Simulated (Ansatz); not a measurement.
# Mg: single points about a listed cell

Aim: see how energy, forces, stress and gap of Mg answer to further strains and shifts, swapped elements, distortions that keep the symmetry, other functionals. Nothing is relaxed unless a step says so.

Computed with Ansatz 0.2.0 (DFT PBE, scalar-relativistic, plane waves, PAW, unless a step's input says otherwise).

1 further run of the same task is left out (set aside as unsound or not needed).

## (1) The structure to begin with

Symmetry: P6_3/mmc, No. 194, hexagonal system. Conventional cell: a = 3.209 Å, b = 3.209 Å, c = 5.210 Å, α = 90.00°, β = 90.00°, γ = 120.00°. Around Mg (site symmetry -6m2) lie 12 Mg at 3.20 to 3.21 Å.

As a file:

```cif
data_structure
_symmetry_space_group_name_H-M 'P 1'
_symmetry_Int_Tables_number 1
_cell_length_a 3.2093
_cell_length_b 3.2093
_cell_length_c 5.2103
_cell_angle_alpha 90.000
_cell_angle_beta 90.000
_cell_angle_gamma 120.000
_cell_volume 46.47
loop_
_atom_site_label
_atom_site_type_symbol
_atom_site_fract_x
_atom_site_fract_y
_atom_site_fract_z
_atom_site_occupancy
Mg1 Mg 0.33333 0.66667 0.25000 1
Mg2 Mg 0.66667 0.33333 0.75000 1
```

The structure comes from the Crystallography Open Database.

## (2) A change within the space group

Against the listed cell: strain xx, yy, zz, yz, xz, xy = -1.2, -1.2, +4.8, +0.0, +0.0, +0.0 %.

File input.yaml:

```yaml
crystal:
  lattice:
    - [3.1696370291, 0.0, 0.0]
    - [-1.5848185145, 2.744986188, 0.0]
    - [0.0, 0.0, 5.4586022245]
  atoms:
    - { symbol: Mg, position: [0.3333333333, 0.6666666667, 0.25] }
    - { symbol: Mg, position: [0.6666666667, 0.3333333333, 0.75] }
basis:
  ecutwfc: 420
kpoints:
  mp_grid: { grid: [15, 15, 8] }
hamiltonian:
  xc: pbe
scf:
  occupations: { method: gaussian, width: 0.1 }
output:
  forces: true
  stress: true
  eigenvalues: true
```

## (3) A change within the space group

Edit input.yaml of step 2 so:

```diff
@@ -2,5 +2,5 @@
   lattice:
-    - [3.1696370291, 0.0, 0.0]
-    - [-1.5848185145, 2.744986188, 0.0]
-    - [0.0, 0.0, 5.4586022245]
+    - [3.3359093872, 0.0, 0.0]
+    - [-1.6679546935, 2.888982274, 0.0]
+    - [0.0, 0.0, 5.1033098218]
   atoms:
@@ -20 +20,2 @@
   eigenvalues: true
+  populations: true
```

## (4) A change within a subgroup

File input.yaml:

```yaml
crystal:
  lattice:
    - [3.0904643004, 0.0320927153, 0.0]
    - [-1.5174390434, 2.7019249305, 0.0]
    - [0.0, 0.0, 5.0603767026]
  atoms:
    - { symbol: Mg, position: [0.3284179595, 0.6950765587, 0.25] }
    - { symbol: Mg, position: [0.6715820405, 0.3049234413, 0.75] }
basis:
  ecutwfc: 420
kpoints:
  mp_grid: { grid: [14, 14, 8] }
hamiltonian:
  xc: pbe
scf:
  occupations: { method: gaussian, width: 0.1 }
output:
  forces: true
  stress: true
  eigenvalues: true
```

## (5) One element swapped, cell strained: Mg → Ca, first probe

File input.yaml:

```yaml
crystal:
  lattice:
    - [3.9060863211, 0.0, 0.0]
    - [-1.9530431605, 3.3827699834, 0.0]
    - [0.0, 0.0, 5.8028553791]
  atoms:
    - { symbol: Ca, position: [0.3333333333, 0.6666666667, 0.25] }
    - { symbol: Ca, position: [0.6666666667, 0.3333333333, 0.75] }
basis:
  ecutwfc: 420
kpoints:
  mp_grid: { grid: [6, 6, 4] }
hamiltonian:
  xc: pbe
scf:
  occupations: { method: gaussian, width: 0.1 }
output:
  forces: true
  stress: true
  eigenvalues: true
```

## (6) Substitution of an element, cell strained: Mg → Ca

Edit input.yaml of step 5 so:

```diff
@@ -11,3 +11,3 @@
 kpoints:
-  mp_grid: { grid: [6, 6, 4] }
+  mp_grid: { grid: [12, 12, 8] }
 hamiltonian:
```

## (7) Another functional, on a distorted cell: r2SCAN

File input.yaml:

```yaml
crystal:
  lattice:
    - [3.2016013735, 0.0, 0.0]
    - [-1.6008006867, 2.7726681223, 0.0]
    - [0.0, 0.0, 5.0415674113]
  atoms:
    - { symbol: Mg, position: [0.3333333333, 0.6666666667, 0.25] }
    - { symbol: Mg, position: [0.6666666667, 0.3333333333, 0.75] }
basis:
  ecutwfc: 500
kpoints:
  mp_grid: { grid: [15, 15, 8] }
hamiltonian:
  xc: r2scan
scf:
  occupations: { method: gaussian, width: 0.1 }
output:
  forces: true
  stress: true
  eigenvalues: true
```

## (8) A change within the space group

File input.yaml:

```yaml
crystal:
  lattice:
    - [3.172236539, 0.0, 0.0]
    - [-1.5861182695, 2.7472374296, 0.0]
    - [0.0, 0.0, 5.3065126918]
  atoms:
    - { symbol: Mg, position: [0.3333333333, 0.6666666667, 0.25] }
    - { symbol: Mg, position: [0.6666666667, 0.3333333333, 0.75] }
basis:
  ecutwfc: 420
kpoints:
  mp_grid: { grid: [15, 15, 8] }
hamiltonian:
  xc: pbe
scf:
  occupations: { method: gaussian, width: 0.1 }
output:
  forces: true
  stress: true
  eigenvalues: true
  populations: true
```

## (9) Substitution of an element, cell strained: Mg → Zn, first probe

File input.yaml:

```yaml
crystal:
  lattice:
    - [2.890212585, 0.0, 0.0]
    - [-1.4451062924, 2.5029975209, 0.0]
    - [0.0, 0.0, 4.6204940381]
  atoms:
    - { symbol: Zn, position: [0.3333333333, 0.6666666667, 0.25] }
    - { symbol: Zn, position: [0.6666666667, 0.3333333333, 0.75] }
basis:
  ecutwfc: 420
kpoints:
  mp_grid: { grid: [9, 9, 4] }
hamiltonian:
  xc: pbe
scf:
  occupations: { method: gaussian, width: 0.1 }
output:
  forces: true
  stress: true
  eigenvalues: true
```

## (10) One element swapped, cell strained: Mg → Zn

Edit input.yaml of step 9 so:

```diff
@@ -11,3 +11,3 @@
 kpoints:
-  mp_grid: { grid: [9, 9, 4] }
+  mp_grid: { grid: [18, 18, 10] }
 hamiltonian:
```

Q: Predict the outcome of this session. Wanted: for each run, case; energy; pressure; largest force.

The runs gave:

| step | case | energy (meV/atom) | pressure (GPa) | largest force (eV/Å) | gap on the mesh (eV) |
| --- | --- | --- | --- | --- | --- |
| 2 | a change within the space group | +0.0 | -1.0 | 0.00 | 0.00 |
| 3 | a change within the space group | +2.4 | -2.1 | 0.00 | 0.00 |
| 4 | a change within a subgroup | +6.1* | 3.3 | 0.13 | 0.00 |
| 6 | substitution of an element, cell strained: Mg → Ca | n/a | 2.2 | 0.00 | 0.00 |
| 7 | another functional, on a distorted cell: r2SCAN | n/a | 0.3 | 0.00 | 0.00 |
| 8 | a change within the space group | -9.0 | -0.2 | 0.00 | 0.00 |
| 10 | one element swapped, cell strained: Mg → Zn | n/a | -5.9 | 0.00 | 0.00 |

Energies are counted from step 2, with the smearing taken to zero; a star marks another k mesh, which can shift energies by itself, so starred rows don't rank against the others. Other atoms or functionals have another zero of energy (n/a). A gap of 0.00 means none on the mesh at this level.

What this shows: Among the distorted cells of the listed formula and level the largest force, 0.13 eV/Å, comes in step 4, shared by 2 atoms. The pressure is 3.3 GPa in the smallest cell and -2.1 GPa in the largest; between them shape and moved atoms count too. The distorted cells of the listed formula and level show no gap on the mesh.
